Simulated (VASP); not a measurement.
# Ca4F (F-43m) in VASP: further runs

The runs below take Ca4F through single point, relaxation of cell and atoms, with PBE.

Program: VASP 6.6.1. These are calculated values, not measurements. Logs are shortened: lines on timing, memory, paths and dates and some standing lists are left out, and cuts for length are marked.

### Step 1. The cell of the first run

Symmetry: F-43m, No. 216, cubic system. Conventional cell: a = 10.745 Å, b = 10.745 Å, c = 10.745 Å, α = 90.00°, β = 90.00°, γ = 90.00°. Around Ca (site symmetry 3m) lie 1 F at 2.38 Å. F (site symmetry -43m) has 4 Ca at 2.38 Å as nearest neighbours.

The cell was built by a generator and needn't be a form met in nature.

### Step 2. Single point, PBE (random cell by space group and Wyckoff sites (F-43m, No. 216))

The input, INCAR:

```
ALGO     = Fast           # electronic algorithm
EDIFF    = 1E-6           # SCF threshold, eV
ENCUT    = 520            # plane-wave cutoff, eV
GGA      = PE             # functional
ISIF     = 2              # what is computed and relaxed
ISMEAR   = 0              # smearing method
LASPH    = T              # aspherical terms in the spheres
LCHARG   = F              # write CHGCAR
LREAL    = F              # projectors in reciprocal space
LWAVE    = F              # write WAVECAR
NBANDS   = 32             # bands
NELM     = 80             # most SCF steps
PREC     = Accurate       # precision mode
SIGMA    = 0.1            # smearing width, eV
```

The input, KPOINTS:

```
k-points
0
Gamma
  6 6 6
```

The input, POSCAR:

```
Ca4F
1.0
    0.0000000000      5.3725244331      5.3725244331
    5.3725244331      0.0000000000      5.3725244331
    5.3725244331      5.3725244331      0.0000000000
Ca F
4 1
Direct
    0.6278004752      0.1165985745      0.6278004752
    0.6278004752      0.6278004752      0.6278004752
    0.1165985745      0.6278004752      0.6278004752
    0.6278004752      0.6278004752      0.1165985745
    0.5000000000      0.5000000000      0.5000000000
```

Potentials or basis: VASP PAW PBE potentials, release 64 (Ca_sv, F).

On the command line:

```sh
cat potpaw_PBE.64/Ca_sv/POTCAR potpaw_PBE.64/F/POTCAR > POTCAR
mpirun -np 1 vasp_std > vasp.out
```

OUTCAR:

```text
EDIFF = 1E-6
   ENCUT = 520
   GGA = PE
   ISIF = 2
   ISMEAR = 0
   LASPH = T
   LREAL = F
   NELM = 80
   PREC = Accurate

 ion  position               nearest neighbor table
   1  0.628  0.117  0.628-   5 2.38
   2  0.628  0.628  0.628-   5 2.38
   3  0.117  0.628  0.628-   5 2.38
   4  0.628  0.628  0.117-   5 2.38
   5  0.500  0.500  0.500-   1 2.38   3 2.38   4 2.38   2 2.38

  LATTYP: Found a face centered cubic cell.
 ALAT       =    10.7450488662

  Lattice vectors:

 A1 = (   0.0000000000,   5.3725244331,   5.3725244331)
 A2 = (   5.3725244331,   0.0000000000,   5.3725244331)
 A3 = (   5.3725244331,   5.3725244331,   0.0000000000)

Analysis of symmetry for initial positions (statically):
=====================================================================
 Subroutine PRICEL returns:
 Original cell was already a primitive cell.

 Routine SETGRP: Setting up the symmetry group for a
 face centered cubic supercell.

 Subroutine GETGRP returns: Found 24 space group operations
 (whereof 24 operations were pure point group operations)
 out of a pool of 48 trial point group operations.

The static configuration has the point symmetry T_d .

Analysis of symmetry for dynamics (positions and initial velocities):
=====================================================================
 Subroutine PRICEL returns:
 Original cell was already a primitive cell.

 Routine SETGRP: Setting up the symmetry group for a
 face centered cubic supercell.

 Subroutine GETGRP returns: Found 24 space group operations
 (whereof 24 operations were pure point group operations)
 out of a pool of 48 trial point group operations.

The dynamic configuration has the point symmetry T_d .

 Subroutine INISYM returns: Found 24 space group operations
 (whereof 24 operations are pure point group operations),
 and found     1 'primitive' translations

----------------------------------------------------------------------------------------

                                     Primitive cell

  volume of cell :     310.1453

  direct lattice vectors                    reciprocal lattice vectors
     0.000000000  5.372524433  5.372524433    -0.093066119  0.093066119  0.093066119
     5.372524433  0.000000000  5.372524433     0.093066119 -0.093066119  0.093066119
     5.372524433  5.372524433  0.000000000     0.093066119  0.093066119 -0.093066119

  length of vectors
     7.597896917  7.597896917  7.597896917     0.161195247  0.161195247  0.161195247

  position of ions in fractional coordinates (direct lattice)
     0.627800475  0.116598575  0.627800475
     0.627800475  0.627800475  0.627800475
     0.116598575  0.627800475  0.627800475
     0.627800475  0.627800475  0.116598575
     0.500000000  0.500000000  0.500000000

  ion indices of the primitive-cell ions
   primitive index   ion index
                 1           1
                 2           2
                 3           3
                 4           4
                 5           5

----------------------------------------------------------------------------------------

 KPOINTS: k-points

Automatic generation of k-mesh.
 Grid dimensions read from file:
 generate k-points for:    6    6    6

 Generating k-lattice:

  Cartesian coordinates                     Fractional coordinates (reciprocal lattice)
    -0.015511020  0.015511020  0.015511020     0.166666667  0.000000000  0.000000000
     0.015511020 -0.015511020  0.015511020     0.000000000  0.166666667  0.000000000
     0.015511020  0.015511020 -0.015511020     0.000000000  0.000000000  0.166666667

  Length of vectors
     0.026865875  0.026865875  0.026865875

  Shift w.r.t. Gamma in fractional coordinates (k-lattice)
     0.000000000  0.000000000  0.000000000

 Subroutine IBZKPT returns following result:
 ===========================================

 Found     16 irreducible k-points:

 Following reciprocal coordinates:
            Coordinates               Weight
  0.000000  0.000000  0.000000      1.000000
  0.166667  0.000000  0.000000      8.000000
  0.333333  0.000000  0.000000      8.000000
  0.500000  0.000000  0.000000      4.000000
  0.166667  0.166667  0.000000      6.000000
  0.333333  0.166667  0.000000     24.000000
[... 8 lines left out ...]
 -0.333333  0.333333  0.166667     24.000000
 -0.333333  0.500000  0.166667     12.000000
   k-points           NKPTS =     16   k-points in BZ     NKDIM =     16   number of bands    NBANDS=     32
   number of dos      NEDOS =    301   number of ions     NIONS =      5
   total plane-waves  NPLWV = 216000
   dimension x,y,z NGX =    60 NGY =   60 NGZ =   60
   dimension x,y,z NGXF=   120 NGYF=  120 NGZF=  120
   ions per type =               4   1
   NGX,Y,Z   is equivalent  to a cutoff of  13.13, 13.13, 13.13 a.u.
   NGXF,Y,Z  is equivalent  to a cutoff of  26.26, 26.26, 26.26 a.u.
 SYSTEM =  unknown system
   PREC   = accura    normal or accurate (medium, high low for compatibility)
   ISTART =      0    job   : 0-new  1-cont  2-samecut
   ICHARG =      2    charge: 1-file 2-atom 10-const
   ISPIN  =      1    spin polarized calculation?
   LNONCOLLINEAR =      F non collinear calculations
   LSORBIT =      F    spin-orbit coupling
   LASPH  =      T    aspherical Exc in radial PAW
   ENCUT  =  520.0 eV  38.22 Ry    6.18 a.u.  14.13 14.13 14.13*2*pi/ulx,y,z
   NELM   =     80;   NELMIN=  2; NELMDL= -5     # of ELM steps
   EDIFF  = 0.1E-05   stopping-criterion for ELM
   LREAL  =      F    real-space projection
   EDIFFG = 0.1E-04   stopping-criterion for IOM
   NSW    =      0    number of steps for IOM
   IBRION =     -1    ionic relax: 0-MD 1-quasi-New 2-CG
   NFREE  =      0    steps in history (QN), initial steepest desc. (CG)
   ISIF   =      2    stress and relaxation
   ISYM   =      2    0-nonsym 1-usesym 2-fastsym
   POTIM  = 0.5000    time-step for ionic-motion
   TEBEG  =    0.0;   TEEND  =   0.0 temperature during run
   PSTRESS=    0.0 pullay stress
   NELECT =      47.0000    total number of electrons
   NUPDOWN=      -1.0000    fix difference up-down
   EMIN   =  10.00;   EMAX   =-10.00  energy-range for DOS
   EFERMI =   0.00;   METHOD = LEGACY
   ISMEAR =     0;   SIGMA  =   0.10  broadening in eV -4-tet -1-fermi 0-gaus
   EFERMI_NEDOS =   21; number of points for ismear=-14 and -15
   IALGO  =     68    algorithm
   IMIX   =      4    mixing-type and parameters
     AMIX     =   0.40;   BMIX     =  1.00
     AMIX_MAG =   1.60;   BMIX_MAG =  1.00
  volume/ion in A,a.u.               =      62.03       418.59
  Fermi-wavevector in a.u.,A,eV,Ry     =   0.872809  1.649369 10.364850  0.761795
  Thomas-Fermi vector in A             =   1.992110
   LORBIT       =      0    0 simple, 1 ext, 2 COOP (PROOUT), +10 PAW based schemes
   GGA     = PE    functional components
   LHFCALC =     F    Hartree Fock is set to
   AEXX    =    0.0000 exact exchange contribution
   IVDW    =     0    specifies the selected vdW correction
   LEPSILON=     F    determine dielectric tensor
   LRPA    =     F    only Hartree local field effects (RPA)
 non-spin polarized calculation
 RMM-DIIS sequential band-by-band and
 Gauss-broadening in eV      SIGMA  =   0.10
  energy-cutoff  :      520.00
  volume of cell :      310.15
 maximum number of plane-waves:      8388
 NGX is ok and might be reduce to    60
   NGX = 29   NGY = 29   NGZ = 29

 number of electron      46.9999995 magnetization

 Free energy of the ion-electron system (eV)
  ---------------------------------------------------
  ext. energy  EPLUGINS =         0.00000000
  ---------------------------------------------------
  free energy    TOTEN  =       -11.70825085 eV

  energy without entropy =      -11.67500597  energy(sigma->0) =      -11.69162841

 E-fermi :   0.0795     XC(G=0):  -5.9018

 val. band max:        0.0688538200   @ k =   0.3333   0.1667   0.0000
 cond. band min:       0.0830767470   @ k =   0.5000   0.1667   0.0000
 fundamental gap:      0.0142229270
 Fermi energy:         0.0795057198

 k-point     1 :       0.0000    0.0000    0.0000
  band No.  band energies     occupation
      1     -42.8891      2.00000
      2     -42.8733      2.00000
      3     -42.8733      2.00000
      4     -42.8733      2.00000
      5     -26.7015      2.00000
      6     -23.9106      2.00000
[... 24 lines left out ...]
     31       1.3874      0.00000
     32       1.3874      0.00000

 k-point     2 :       0.1667    0.0000    0.0000
  band No.  band energies     occupation
      1     -42.8883      2.00000
      2     -42.8741      2.00000
      3     -42.8733      2.00000
      4     -42.8733      2.00000
      5     -26.7006      2.00000
      6     -23.9087      2.00000
[... 24 lines left out ...]
     31       1.3775      0.00000
     32       1.3846      0.00000

 k-point     3 :       0.3333    0.0000    0.0000
  band No.  band energies     occupation
      1     -42.8864      2.00000
      2     -42.8760      2.00000
      3     -42.8733      2.00000
      4     -42.8733      2.00000
      5     -26.6990      2.00000
      6     -23.9055      2.00000
[... 24 lines left out ...]
     31       1.3967      0.00000
     32       1.3986      0.00000

 k-point     4 :       0.5000    0.0000    0.0000
  band No.  band energies     occupation
      1     -42.8852      2.00000
      2     -42.8773      2.00000
      3     -42.8733      2.00000
      4     -42.8733      2.00000
      5     -26.6983      2.00000
      6     -23.9049      2.00000
[... 24 lines left out ...]
     31       1.4283      0.00000
     32       1.4345      0.00000

 k-point     5 :       0.1667    0.1667    0.0000
  band No.  band energies     occupation
      1     -42.8881      2.00000
      2     -42.8744      2.00000
      3     -42.8733      2.00000
      4     -42.8733      2.00000
      5     -26.7004      2.00000
      6     -23.9101      2.00000
[... 304 lines left out ...]
     31       1.4710      0.00000
     32       1.5164      0.00000

 k-point    14 :       0.5000    0.3333    0.1667
  band No.  band energies     occupation
      1     -42.8846      2.00000
      2     -42.8778      2.00000
      3     -42.8733      2.00000
      4     -42.8733      2.00000
      5     -26.6979      2.00000
      6     -23.9043      2.00000
[... 24 lines left out ...]
     31       1.1883      0.00000
     32       1.4138      0.00000

 k-point    15 :      -0.3333    0.3333    0.1667
  band No.  band energies     occupation
      1     -42.8832      2.00000
      2     -42.8792      2.00000
      3     -42.8733      2.00000
      4     -42.8733      2.00000
      5     -26.6974      2.00000
      6     -23.9021      2.00000
[... 24 lines left out ...]
     31       1.2396      0.00000
     32       1.3036      0.00000

 k-point    16 :      -0.3333    0.5000    0.1667
  band No.  band energies     occupation
      1     -42.8816      2.00000
      2     -42.8808      2.00000
      3     -42.8733      2.00000
      4     -42.8733      2.00000
      5     -26.6971      2.00000
      6     -23.9025      2.00000
[... 24 lines left out ...]
     31       1.3048      0.00000
     32       1.3593      0.00000

------------------------ aborting loop because EDIFF is reached ----------------------------------------

  FORCE on cell =-STRESS in cart. coord.  units (eV):
  Direction    XX          YY          ZZ          XY          YZ          ZX
  --------------------------------------------------------------------------------------
  -------------------------------------------------------------------------------------
  Total        0.1058543      0.1058543      0.1058543     -0.0000000     -0.0000000      0.0000000
  in kB        0.5468318      0.5468318      0.5468318     -0.0000000     -0.0000000      0.0000000
  external PRESSURE =       0.5468318 kB  Pullay stress =       0.0000000 kB

 VOLUME and BASIS-vectors are now :
 -----------------------------------------------------------------------------
  energy-cutoff  :      520.00
  volume of cell :      310.15
      direct lattice vectors                 reciprocal lattice vectors
     0.000000000  5.372524433  5.372524433    -0.093066119  0.093066119  0.093066119
     5.372524433  0.000000000  5.372524433     0.093066119 -0.093066119  0.093066119
     5.372524433  5.372524433  0.000000000     0.093066119  0.093066119 -0.093066119

 POSITION                                       TOTAL-FORCE (eV/Angst)
 -----------------------------------------------------------------------------------
      3.99930      6.74575      3.99930        -0.006438      0.006438     -0.006438
      6.74575      6.74575      6.74575         0.006438      0.006438      0.006438
      6.74575      3.99930      3.99930         0.006438     -0.006438     -0.006438
      3.99930      3.99930      6.74575        -0.006438     -0.006438      0.006438
      5.37252      5.37252      5.37252         0.000000      0.000000      0.000000
 -----------------------------------------------------------------------------------
    total drift:                               -0.000001     -0.000001     -0.000001

  FREE ENERGIE OF THE ION-ELECTRON SYSTEM (eV)
  ---------------------------------------------------
  free  energy   TOTEN  =       -11.7082508542 eV

  energy  without entropy=      -11.6750059654  energy(sigma->0) =      -11.69162841
```

Run time: 9 min. Hardware: 1 thread of AMD EPYC 7R43 (Zen 3), shared host; peak memory 0.52 GiB.

What came out:

- Free energy: -11.7083 eV
- Pressure: 0.1 GPa
- Largest force: 0.011 eV/Å
- Band gap on the k mesh: none (metal or under the smearing width)

Forces in eV/Å, atoms in the order of the input:
```
Ca  -0.006  0.006 -0.006
Ca   0.006  0.006  0.006
Ca   0.006 -0.006 -0.006
Ca  -0.006 -0.006  0.006
F    0.000  0.000  0.000
```

Levels at points of the mesh, in eV from the Fermi level:
```tsv
k point	band 19	band 20	band 21	band 22	band 23	band 24	band 25	band 26	band 27	band 28
(0.00, 0.00, 0.00)	-8.22	-8.22	-2.73	-0.09	0.15	0.15	0.15	0.69	0.69	0.69
(0.50, 0.00, 0.00)	-8.21	-8.21	-2.12	-1.17	0.09	0.09	0.13	0.56	0.88	0.88
(0.50, 0.50, 0.00)	-8.21	-8.21	-1.83	-1.13	-0.19	-0.19	-0.04	0.42	0.82	0.97
```

Caveat: an odd number of electrons without spin polarisation forces a metal; a magnetic or distorted state may lie lower.

(Part 1 of 3 ends here.)
